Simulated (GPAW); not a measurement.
## GaP: equation of state with vdW-DF-cx

**Experimental background.**

From “Phosphorous dimerization in GaP at high pressure”, 2017, arxiv:1709.06667, for a bulk crystal of GaP: bulk modulus 87.5 ± 0.6 GPa.

Crystal: GaP.

```
Ga P
1.0
     0.00000    2.72525    2.72525
     2.72525    0.00000    2.72525
     2.72525    2.72525    0.00000
Ga P
1 1
Direct
  0.00000 0.00000 0.00000
  0.25000 0.25000 0.25000
```

```json
{
 "Program": "GPAW 26.7.0",
 "Task": "equation of state",
 "Functional": "vdW-DF-cx",
 "Potentials or basis": "GPAW PAW data sets (gpaw-data 1.2.1)",
 "Cutoff": "600 eV",
 "Basis": "pw",
 "k mesh": "8 × 8 × 8",
 "Occupations": "fermi-dirac, width 0.05 eV",
 "Spin": "no spin polarisation"
}
```

| Quantity | Value |
| --- | --- |
| Equilibrium volume | 20.91 Å³/atom |
| Bulk modulus | 85 GPa |
| Pressure derivative of the bulk modulus | 4.2 |

Energy against volume, from the lowest point:
| volume (Å³/atom) | energy (meV/atom) |
| --- | --- |
| 19.026 | 52.87 |
| 19.431 | 31.35 |
| 19.836 | 15.85 |
| 20.240 | 5.77 |
| 20.645 | 0.66 |
| 21.050 | 0.00 |
| 21.455 | 3.33 |

Run time: 54 s on 1 thread of Arm Neoverse V2, on a shared host, peak memory 0.32 GiB.

Measured bulk modulus of GaP: 87.5 GPa (“Phosphorous dimerization in GaP at high pressure”, 2017, arxiv:1709.06667). This calculation gives 85 GPa (-2.6 %). The fit is for a static lattice scaled at fixed shape and fixed fractional positions.

Caveat: the data sets keep Ga 3d, Li 1s and Be 1s frozen, and some such compounds lay over 1.5 % in volume off other programs; the PAW data sets were made with another functional, which shifts forces and pressure a little.
